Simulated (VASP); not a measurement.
Set up this calculation in VASP 6.6.1, as the native input.

```yaml
Task: single point
Functional: PBEsol
Potentials_or_basis: VASP PAW PBE potentials, release 64 (Ru_pv)
Cutoff: 520 eV
k_mesh: 15 × 15 × 1
Occupations: methfessel-paxton, width 0.1 eV
Spin: no spin polarisation
Dipole_correction: yes
Further_INCAR_settings: ALGO = Normal; EDIFF = 1e-06
```

The structure of Ru lies in POSCAR:

```
Ru
1.0
    2.6879025100      0.0000000000      0.0000000000
   -1.3439507500      2.3277915600      0.0000000000
    0.0000000000      0.0000000000     27.7656270000
Ru
7
Direct
    0.3333330000      0.6666660000      0.2701181600
    0.6666670000      0.3333340000      0.3467454400
    0.3333330000      0.6666660000      0.4233727200
    0.6666670000      0.3333340000      0.5000000000
    0.3333330000      0.6666660000      0.5766272800
    0.6666670000      0.3333340000      0.6532545600
    0.3333330000      0.6666660000      0.7298818400
```

The slab is cut from a database's or a generator's crystal, which needn't be the stable form of the element.

These files were run (other wordings do the same):

INCAR

```
PREC     = Accurate       # precision mode
ENCUT    = 520            # plane-wave cutoff, eV
EDIFF    = 1E-6           # SCF threshold, eV
ISMEAR   = 1              # smearing method
SIGMA    = 0.1            # smearing width, eV
LREAL    = False          # projectors in reciprocal space
LASPH    = True           # aspherical terms in the spheres
NELM     = 80             # most SCF steps
ALGO     = Normal         # electronic algorithm
ISIF     = 2              # what is computed and relaxed
LWAVE    = False          # write WAVECAR
LCHARG   = False          # write CHGCAR
LDIPOL   = True         
IDIPOL   = 3            
DIPOL    = 0.5 0.5 0.500
GGA      = PS             # functional
LVHAR    = True         
LVACPOTAV= True         
ICORELEVEL= 1            
KPAR     = 4
```

KPOINTS

```
regular mesh
0
Gamma
  15 15 1
```

Potentials or basis: VASP PAW PBE potentials, release 64 (Ru_pv).

The run is started by

```console
$ cat potpaw_PBE.64/Ru_pv/POTCAR > POTCAR
$ mpirun -np 4 vasp_std > vasp.out
```

Results of the run:

```
Largest force                   : 0.826 eV/Å
Band gap on the k mesh          : none (metal or under the smearing width)
Work function of the upper face : 5.24 eV
Work function of the lower face : 5.24 eV
```

Caveat: the PAW data sets were made with another functional, which shifts forces and pressure a little.

Run time: 2.9 min on 4 MPI ranks on Intel(R) Xeon(R) Platinum 8259CL CPU @ 2.50GHz (Skylake/Cascade Lake), with other jobs on the host, peak memory 0.38 GiB a rank.
